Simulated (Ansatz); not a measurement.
Crystals in the rock-salt structure, computed with PBE in Ansatz (plane-wave DFT, scalar-relativistic, harmonic phonons, no LO–TO term at Γ; fixed occupations; no spin; PAW, where unfrozen means all-electron datasets; each on its own modest k mesh, which can be coarse for ε∞).

```
  crystal     cell  k mesh    potentials       phonons by  Å³/atom  top Γ mode (cm⁻¹)  lowest mode at X = [0.5, 0, 0.5] (cm⁻¹)  top mode at X = [0.5, 0, 0.5] (cm⁻¹)  mean ε∞  mean Born charge of the element in brackets (e)
LiCl [Li]  relaxed   6×6×6  unfrozen PAW  linear response    17.08                168                                      127                                   210     2.94                                             1.19
 MgS [Mg]  relaxed   6×6×6  unfrozen PAW  linear response    17.88                224                                      126                                   292     5.34                                             2.35
  KBr [K]  relaxed   6×6×6  unfrozen PAW  linear response    37.68                  ?                                        ?                                     ?        ?                                                ?
 SrO [Sr]  relaxed   6×6×6  unfrozen PAW  linear response    17.53                190                                      122                                   305     3.78                                             2.44
```

Question: Estimate the entries marked ?.

Answer: KBr: top Γ mode (cm⁻¹) 100, lowest mode at X = [0.5, 0, 0.5] (cm⁻¹) 42, top mode at X = [0.5, 0, 0.5] (cm⁻¹) 111, mean ε∞ 2.50, mean Born charge of the element in brackets (e) 1.14.
